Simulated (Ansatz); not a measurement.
# Si6C: the cost of one run

Program: Ansatz 0.2.0. Level of theory: DFT PBEsol, scalar-relativistic, plane waves, PAW. These are calculated values, not measurements.

2 further runs of the same task are left out: 2 set aside as unsound or not needed.

## (1) The starting structure

It takes space group P3m1 (No. 156, trigonal). Conventional cell: a = 3.842 Å, b = 3.842 Å, c = 24.058 Å, α = 90.00°, β = 90.00°, γ = 120.00°. Si (site symmetry 3m) has 3 Si at 2.35 Å as nearest neighbours. Si (site symmetry 3m) is surrounded by 4 Si at 2.35 Å. Around Si (site symmetry 3m) lie 4 Si at 2.35 to 2.41 Å. Si (site symmetry 3m) is surrounded by 4 Si at 2.32 to 2.41 Å. Si (site symmetry 3m) has 3 Si at 2.32 Å as nearest neighbours.

Coordinates:

```
Si
1.0
     3.84172    0.00000    0.00000
    -1.92086    3.32702    0.00000
     0.00000    0.00000   24.05768
Si
6
Direct
  0.33333 0.66667 0.35332
  0.00000 0.00000 0.38591
  0.00000 0.00000 0.48370
  0.66667 0.33333 0.51548
  0.66667 0.33333 0.61574
  0.33333 0.66667 0.64376
```

Planes are indexed in the bulk's conventional cell (Fd-3m (No. 227)), a = 5.433 Å, b = 5.433 Å, c = 5.433 Å, α = 90.00°, β = 90.00°, γ = 90.00°.

This (111) slab, 7.1 Å thick as cut, with 17 Å of vacuum; its outer planes are Si (top) and Si (bottom), was relaxed beforehand with its lower half held: -3726.3890 eV, work function 4.81 eV (top face), 4.94 eV (bottom face), dipole along +c 0.009 e·Å per cell.

## (2) C put at a top (Si) site

With the adsorbate the run is spin-polarised.

input.yaml

```yaml
crystal:
  lattice:
    - [3.8417168319, 0.0, 0.0]
    - [-1.920858416, 3.3270243706, 0.0]
    - [0.0, 0.0, 26.0576844809]
  atoms:
    - { symbol: Si, position: [0.3333333333, 0.6666666667, 0.32619936] }
    - { symbol: Si, position: [0.0, 0.0, 0.3562936366] }
    - { symbol: Si, position: [0.0, 0.0, 0.4465764664] }
    - { symbol: Si, position: [0.6666666667, 0.3333333333, 0.4759191114] }
    - { symbol: Si, position: [0.6666666667, 0.3333333333, 0.5684838065] }
    - { symbol: Si, position: [0.3333333333, 0.6666666667, 0.5943521893] }
    - { symbol: C, position: [0.3333333333, 0.6666666667, 0.6664998125], spin: 2.0 }
basis:
  ecutwfc: 420
kpoints:
  mp_grid: { grid: [9, 9, 1] }
hamiltonian:
  xc: pbesol
scf:
  occupations: { method: gaussian, width: 0.05 }
output:
  forces: true
  eigenvalues: true
  populations: true
magnetization:
  spin_polarized: true
relax:
  adjacent_minimum: "off"
  f_tol: 0.03
  max_steps: 70
  constraints: [{ sites: [0, 1, 2] }]
efield:
  axis: 3
  dipole_correction: true
```

What time and memory should one allow on 1 thread of an x86-64 CPU, shared host?

About 87 s, with a peak of 0.62 GiB.
